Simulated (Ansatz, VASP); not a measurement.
**SrO: VASP beside Ansatz**

File INCAR:

```
  ALGO = Normal
  EDIFF = 1E-8
  ENCUT = 520
  ISIF = 2
  ISMEAR = -1
  LASPH = True
  LCHARG = False
  LEFG = True
  LREAL = False
  LWAVE = False
  NBANDS = 15
  NELM = 60
  PREC = Accurate
  SIGMA = 0.02
```

KPOINTS

```
k-points
0
Gamma
  8 8 8
```

File POSCAR:

```
SrO
1.0
    0.0000000000      2.6119353577      2.6119353577
    2.6119353577      0.0000000000      2.6119353577
    2.6119353577      2.6119353577      0.0000000000
Sr O
1 1
Direct
    0.0000000000      0.0000000000      0.0000000000
    0.5000000000      0.5000000000      0.5000000000
```

Input for Ansatz:

```yaml
crystal:
  lattice:
    - [0.0, 2.6119353577, 2.6119353577]
    - [2.6119353577, 0.0, 2.6119353577]
    - [2.6119353577, 2.6119353577, 0.0]
  atoms:
    - { symbol: Sr, position: [0.0, 0.0, 0.0] }
    - { symbol: O, position: [0.5, 0.5, 0.5] }
kpoints:
  mp_grid: { grid: [8, 8, 8] }
scf:
  occupations: { method: fermi_dirac, width: 0.02 }
hamiltonian:
  xc: lda
  pseudopotentials: { kind: paw }
output:
  forces: true
  stress: true
  eigenvalues: true
  efg: { contact_densities: true }
  write_density: true
  write_potential: true
  elf: true
  volumetric_format: npy
```

Change from the starting cell: volume scaled by 1.05, PAW files.

Alike in both runs: task electric field gradients; functional LDA; k mesh 8 × 8 × 8; occupations fermi-dirac, width 0.02 eV; no spin polarisation.

|  | VASP | Ansatz |
| --- | --- | --- |
| version | VASP 6.6.1 | Ansatz 0.2.0 |
| potentials or method | VASP PAW LDA potentials, release 64 (Sr_sv, O) | PAW with Ansatz's default frozen-core files, scalar-relativistic |
| plane-wave cutoff (eV) | 520 | 420 |
| valence electrons in the cell | 16 | 16 |

|  | VASP | Ansatz | Ansatz less VASP |
| --- | --- | --- | --- |
| gap on the k mesh at the Fermi level (eV) | 3.13 | 3.18 | +0.054 |
| pressure (GPa) | -7.3 | -7.9 | -0.56 |
| Vzz of the field gradient on the site that differs most (V/Å²) | 0.0 | 0.0 | 0.00 |

Ansatz warned: «gradients_without_spin_orbit».

A k mesh can miss the band edges.
